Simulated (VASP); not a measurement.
Write the native input for VASP 6.6.1 that does the following.

```yaml
Task: relaxation of cell and atoms
Functional: r2SCAN
Potentials_or_basis: VASP PAW PBE potentials, release 64 (Ca_sv)
Cutoff: 600 eV
k_mesh: 14 × 14 × 14
Occupations: methfessel-paxton, width 0.1 eV
Spin: no spin polarisation
Further_INCAR_settings: ALGO = Normal; EDIFF = 1e-06; IBRION = 2; EDIFFG = -0.01; NSW = 90; ISIF = 3
```

The structure of Ca lies in POSCAR:

```
Ca
1.0
    0.0000000000      2.7942000000      2.7942000000
    2.7942000000      0.0000000000      2.7942000000
    2.7942000000      2.7942000000      0.0000000000
Ca
1
Direct
    0.0000000000      0.0000000000      0.0000000000
```

One way to write it, as run:

INCAR

```
SYSTEM = Ca
  PREC = Accurate
  ENCUT = 600
  EDIFF = 1E-6
  ISMEAR = 1
  SIGMA = 0.1
  LREAL = .FALSE.
  LASPH = .TRUE.
  NELM = 80
  ALGO = Normal
  ISIF = 3
  LWAVE = .FALSE.
  LCHARG = .FALSE.
  METAGGA = R2SCAN
  LMIXTAU = .TRUE.
  IBRION = 2
  NSW = 90
  EDIFFG = -0.01
```

KPOINTS

```
Automatic mesh
0
G
  14 14 14
  0 0 0
```

Potentials or basis: VASP PAW PBE potentials, release 64 (Ca_sv).

Launch:

```bash
$ cat potpaw_PBE.64/Ca_sv/POTCAR > POTCAR
$ mpirun -np 1 vasp_std > vasp.out
```

It gave:

```
Relaxed volume                         : 43.47 Å³/atom
Relaxed cell                           : a = 3.947 Å, b = 3.947 Å, c = 3.947 Å, α = 60.00°, β = 60.00°, γ = 60.00°
Space group after relaxing (to 0.05 Å) : Fm-3m (No. 225)
Energy gained by relaxing              : 0.1 meV/atom
Ionic steps                            : 2
Pressure after relaxing                : 0.0 GPa
Band gap on the k mesh                 : none (metal or under the smearing width)
```

Caveat: the PAW data sets were made with another functional, which shifts forces and pressure a little.

It took 2 min on 1 thread of Intel(R) Xeon(R) 6975P-C (Granite Rapids), on a shared host, peak memory 0.22 GiB.
